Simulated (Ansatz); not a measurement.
The reference is BeO in the wurtzite structure (space group P6_3mc, No. 186).

```
BeO
1.0
    2.69049     0.00000     0.00000
   -1.34524     2.33003     0.00000
    0.00000     0.00000     4.36988
Be O
2 2
Direct
  0.66667   0.33333   0.00145
  0.33333   0.66667   0.50145
  0.66667   0.33333   0.62375
  0.33333   0.66667   0.12375
```

Cartesian axes are those of the cell as printed.

The values are results of Kohn–Sham DFT with the r2SCAN functional, run in Ansatz (an electronic-structure program) with PAW and 500 eV plane waves, no spin-orbit coupling, not measurements.

Before the change:

| Quantity | Result |
|---|---|
| Electron mass | 0.53 mₑ along c, 0.61 mₑ across (at Γ) |
| Pressure | 0.0 kbar |
| Gap character | direct at Γ |

The change: the cell is stretched by 0.87 % along y with no lateral relaxation; the atoms relax in the strained cell.

Q: What happens to the electron mass?

A: The electron mass becomes 0.54 mₑ along z, 0.60 mₑ across (at Γ) (base: 0.53 mₑ along c, 0.61 mₑ across (at Γ)).

Q: Predict the new pressure.

A: The pressure (mean of the normal stresses, compression positive) goes from zero to -19.2 kbar.

Q: Estimate the effect on the gap character.

A: The gap character is still direct at Γ.

Masses are band curvatures over ±0.01 Å⁻¹ around the edge. Stability against distortions was not tested. Labels are those of the standard path for the cell's own space group.
